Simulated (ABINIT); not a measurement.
Crystal: BAs.

```
As B
1.0
     0.00000    2.38850    2.38850
     2.38850    0.00000    2.38850
     2.38850    2.38850    0.00000
As B
1 1
Direct
  0.75000 0.75000 0.75000
  0.00000 0.00000 0.00000
```

Base run:

| Quantity | Value |
| --- | --- |
| Program | ABINIT 10.8.3 (patched build) |
| Functional | RPBE |
| Potentials or basis | JTH PAW PBE v2.0 |
| Cutoff | 490 eV |
| k mesh | 10 × 10 × 10 |
| Occupations | fermi-dirac, width 0.05 eV |
| Spin | no spin polarisation |

Its results: band gap on the k mesh 1.21 eV, indirect (least direct gap 3.27 eV); pressure 5.4 GPa.

Problem. After a change of settings the same cell gave: band gap on the k mesh 1.18 eV, indirect (least direct gap 3.27 eV); pressure 2.8 GPa. Which change was it?
A. functional from RPBE to revPBE
B. functional from RPBE to LDA
C. functional from RPBE to WC
D. functional from RPBE to PBE

Solution. D.

PBE binds more tightly than RPBE, so the same cell stands under less pressure.

Caveats: the PAW data sets were made with another functional, which shifts forces and pressure a little (some runs).
